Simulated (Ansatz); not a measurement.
In doubt: masses and optical values from hybrid runs of this build are listed as unsure (in some of the runs), which bears on the screening that GW takes from such a start.

The crystal is MgO (Fm-3m).

```xyz
2
Lattice="0.0000 2.0970 2.0970 2.0970 0.0000 2.0970 2.0970 2.0970 0.0000" Properties=species:S:1:pos:R:3 pbc="T T T"
Mg    0.0000    0.0000    0.0000
O     2.0970    2.0970    2.0970
```

The cell and positions are those that the Materials Project relaxed with its own functionals (PBE, PBE+U or r2SCAN), kept fixed.

Gaps computed with Ansatz 0.2.0 without a self-energy: HSE06 6.63 eV, r2SCAN 5.78 eV and PBE0 7.37 eV.

**Question.** What gap should G0W0 on HSE06 give (8×8×8 mesh, 146 empty bands, screening to 230 eV, PAW set soft_1 files)?

About 8.27 eV: on its mesh the run moves the gap from 6.62 eV by +1.65 eV. Among the scalar-relativistic levels given, PBE0 is nearest (−0.90 eV). Bands and cutoff are finite, so the gap is not at the basis limit. The miss can reach some tenths of an eV and take either sign; the mesh is an error of its own.

[Paths, hosts, dates, memory and timing lines, banners, echoed tables and standing remarks are left out of the program output.]

[Logs are printed without paths, hosts, clocks, repeated set-up lines and the standing remarks that a program may print on its own settings, such as how far it seeks lower states.]

[Runs of the session that timed out or met a known fault of the program may be left out.]

[Cells called generated may have been cut or substituted from an entry of the Crystallography Open Database or the Materials Project.]

[Hosts, paths, dates, database ids (printed as entryN), source tags and the programs' standing remarks are cut or masked in the printed files.]
